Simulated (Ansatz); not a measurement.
# TiSi: equation of state with HSE06

TiSi:

```
Ti Si
1.0
     1.81618   -2.11762    0.00000
     1.81618    2.11762    0.00000
     0.00000    0.00000    3.80393
Ti Si
1 1
Direct
  0.50000 0.50000 0.00000
  0.00000 0.00000 0.50000
```

The cell comes from a database or a generator and needn't be the stable form of this composition.

```
Program             : Ansatz 0.2.0
Task                : equation of state
Functional          : HSE06
Potentials or basis : Ansatz PAW
Cutoff              : 420 eV
Density cutoff      : 1680 eV
k mesh              : 6 × 6 × 4
Occupations         : fermi-dirac, width 0.05 eV
Spin                : no spin polarisation
```

* Equilibrium volume: 14.40 Å³/atom
* Bulk modulus at fixed shape and positions: 148 GPa
* Pressure derivative of the bulk modulus: 4.0

Energy against volume, from the lowest point:
| volume (Å³/atom) | energy (meV/atom) |
| --- | --- |
| 13.752 | 14.32 |
| 14.045 | 4.05 |
| 14.337 | 0.00 |
| 14.630 | 1.56 |
| 14.922 | 8.18 |
| 15.215 | 19.37 |
| 15.508 | 34.69 |

All runs of the series together: 2.8 min on 2 threads of AMD EPYC 7R13 Processor (Zen 3) (shared host).

Caveat: the k mesh is coarse (spacing up to 0.41 Å⁻¹), so the values aren't converged, least of all with exact exchange; the cell was scaled at fixed shape and fractional positions, which overstates the stiffness of a crystal with free parameters, most of all of layers and chains; the PAW data sets were made with another functional, which shifts forces and pressure a little.
